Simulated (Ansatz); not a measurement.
**How far is PAW off for ZnS?**

```
CELL_PARAMETERS angstrom
3.77289 0.00000 0.00000
-1.88644 3.26742 0.00000
0.00000 0.00000 6.23400
ATOMIC_POSITIONS crystal
Zn 0.33333 0.66667 0.00000
Zn 0.66667 0.33333 0.50000
S 0.33333 0.66667 0.38500
S 0.66667 0.33333 0.88500
```

Atoms are numbered in the order listed.

The conventional cell has a = 3.773 Å, b = 3.773 Å, c = 6.234 Å, α = 90.00°, β = 90.00°, γ = 120.00°. Around Zn (atom 1) lie 4 S at 2.29 to 2.40 Å. S (atom 3) has 4 Zn at 2.29 to 2.40 Å as nearest neighbours.

The cell is COD entry 9008878, as deposited and not checked against the literature; nothing was relaxed. It differs from other determinations. The listed cell was then made from it by scaling, straining or moving an atom.

Methods: DFT, PBEsol, PAW with Ansatz's default frozen-core files, scalar-relativistic (Ansatz 0.2.0); DFT, PBEsol, all-electron LAPW, scalar-relativistic (Ansatz 0.2.0).

For PAW: a Γ-centred 8×8×5 k mesh, Fermi–Dirac smearing of 0.03 eV, cutoff 420 eV, no spin polarisation; the PAW files were made with PBE, and the program remakes their frozen cores for this functional. LAPW targets a basis error of 1 meV/atom. The Ansatz runs share mesh, smearing and spin set-up. Plane-wave (PAW) pressures include the program's estimate of the Pulay term.

Stress and pressure are positive in compression.

The change that made this cell: equal xx and yy strain of -1 %.

PAW results:

```
              quantity     PAW
        pressure (GPa)    0.34
       stress xx (GPa)    1.50
       stress zz (GPa)   -1.97
force on Zn1, z (eV/Å)   0.381
 force on S3, z (eV/Å)  -0.381
         band gap (eV)   2.192
```

What does all-electron LAPW give for the same quantities?


```csv
quantity,LAPW
pressure (GPa),0.35
stress xx (GPa),1.50
stress zz (GPa),-1.95
"force on Zn1, z (eV/Å)",0.381
"force on S3, z (eV/Å)",-0.381
band gap (eV),2.196
```
